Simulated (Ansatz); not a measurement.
**Cobalt, bcc under r²SCAN: from relaxation to bulk modulus**

The plan for cobalt in the bcc structure: relax it, solve it on a dense k-mesh, switch on spin-orbit coupling, then scale the cell to 7 volumes from 88 to 112 % of the relaxed one and try a fit of the equation of state. The start is ferromagnetic. The k-meshes are 16×16×16 for the relaxation; 26×26×26 for the dense run; 16×16×16 for spin-orbit coupling; 18×18×18 for the volumes.

This is Co in the bcc structure; at room conditions it is hcp.

Computed with Ansatz 0.2.0 (DFT r2SCAN, plane waves (500 eV) with PAW, scalar-relativistic; PBE-made PAW files, unless a step says otherwise).

### 1 The starting structure

The structure is cubic, space group Im-3m (No. 229). Conventional cell: a = 2.808 Å, b = 2.808 Å, c = 2.808 Å, α = 90.00°, β = 90.00°, γ = 90.00°. Co (site symmetry m-3m) has 8 Co at 2.43 Å as nearest neighbours.

As a file:

```
Co
1.0
    -1.40414    1.40414    1.40414
     1.40414   -1.40414    1.40414
     1.40414    1.40414   -1.40414
Co
1
Direct
  0.00000 0.00000 0.00000
```

The atoms start with moments of +1.7 μB.

### 2 Relaxation of the cell

File input.yaml:

```yaml
crystal:
  lattice:
    - [-1.4041371717, 1.4041371717, 1.4041371717]
    - [1.4041371717, -1.4041371717, 1.4041371717]
    - [1.4041371717, 1.4041371717, -1.4041371717]
  atoms:
    - { symbol: Co, position: [0.0, 0.0, 0.0], spin: 1.7 }
hamiltonian:
  xc: r2scan
  pseudopotentials:
    kind: paw
    azcp:
      Co: "pseudopotentials/Co.paw.azcp"
basis:
  ecutwfc: 500
  fft_grid_basis: typed
kpoints:
  mp_grid: { grid: [16, 16, 16], shift: [0, 0, 0] }
magnetization:
  spin_polarized: true
scf:
  occupations: { method: fermi_dirac, width: 0.05 }
relax:
  max_steps: 60
  f_tol: 0.01
  cell: {}
output:
  write_density: true
  write_potential: true
  elf: true
  volumetric_format: npy
```

Started as:

```console
> ansatz run input.yaml --threads 1 --pin off --max-ram 3584MiB --backend cpu --events-out ev --progress --plain --runs-dir out
```

After this run come: The energy on a finer k-mesh; Spin-orbit coupling switched on; Volume × 0.88; Volume × 0.92; Volume × 0.96; Volume × 1.0; Volume × 1.04; Volume × 1.08; Volume × 1.12.

Q: Predict the outcome of this session. Wanted: space group; conventional cell; volume; shortest distance; gap on the mesh; magnetic state; relative to hcp, ferromagnetic; magnetic state with spin-orbit coupling; V₀, B₀, B₀′.

**Answer**, as computed:

```
                               quantity                                  value
         space group (spins left aside)                        Im-3m (No. 229)
                      conventional cell                            a = 2.798 Å
                                 volume                         10.957 Å³/atom
                      shortest distance                                2.423 Å
                        gap on the mesh           none (levels filled in part)
                         magnetic state  ferromagnetic, up to 2.05 μB per atom
         relative to hcp, ferromagnetic                           -37 meV/atom
magnetic state with spin-orbit coupling  ferromagnetic, up to 1.94 μB per atom
                            V₀, B₀, B₀′           10.964 Å³/atom, 213 GPa, 4.7
```

From the guessed start the volume shrank by 1.1 % in 4 steps. Against the reference form of cobalt (hcp, ferromagnetic, computed apart with the same settings) it stands 37 meV/atom lower, so this level prefers it, against what is seen in nature. It ends ferromagnetic, with up to 2.05 μB per atom. Levels at the Fermi energy are filled in part, as in a metal. In the spin-orbit run the largest spin moment goes from 2.05 to 1.94 μB; mesh and site projection of the two kinds of run can differ, so the change can't be laid on spin-orbit coupling. Totals with and without spin-orbit coupling (+1.4 eV/atom apart) can't be read as binding, since the two-component data shift the zero of energy. The fitted modulus is 213 GPa. The symmetry was held, so the structure may be unstable against distortions that break it.
